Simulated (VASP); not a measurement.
Set up this calculation in VASP 6.6.1, as the native input.

- Task: single point
- Functional: PBE
- Potentials or basis: VASP PAW PBE potentials, release 64 (Ir)
- Cutoff: 520 eV
- k mesh: 18 × 18 × 18
- Occupations: gaussian, width 0.1 eV
- Spin: collinear spin, ferromagnetic start
- Starting moments: [1] μB
- Further INCAR settings: ALGO = Fast; EDIFF = 1e-07; NBANDS = 14

The structure of Ir lies in POSCAR:

```
Ir                                      
1.0
    0.0000000000      1.9553663561      1.9553663561
    1.9553663561      0.0000000000      1.9553663561
    1.9553663561      1.9553663561      0.0000000000
  Ir            
     1
Direct
     0.0000000000000000    0.0000000000000000    0.0000000000000000
```

The cell isn't the ideal one: a relaxed cell with its volume scaled by 1.03.

The input as run:

INCAR

```
PREC = Accurate ; ENCUT = 520
EDIFF = 1E-7 ; ISMEAR = 0
SIGMA = 0.1 ; LREAL = F
LASPH = T ; NELM = 100
ALGO = Fast ; ISIF = 2
LWAVE = F ; LCHARG = F
ISPIN = 2 ; MAGMOM = 1
LORBIT = 11 ; LMAXMIX = 4
GGA = PE ; NBANDS = 14
```

KPOINTS

```
regular mesh
0
Gamma
  18 18 18
```

Potentials or basis: VASP PAW PBE potentials, release 64 (Ir).

Launch:

```sh
$ cat potpaw_PBE.64/Ir/POTCAR > POTCAR
$ mpirun -np 1 vasp_std > vasp.out
```

Results of the run:

The pressure is -9.6 GPa and the band gap on the k mesh is none (metal or under the smearing width). The net moment is 0.00 μB per cell and the valence electrons inside the program's atomic spheres are Ir 8.22.

Wall time 52 s on 1 thread of Intel(R) Xeon(R) Platinum 8488C (Sapphire Rapids) (shared host), peak memory 0.2 GiB.
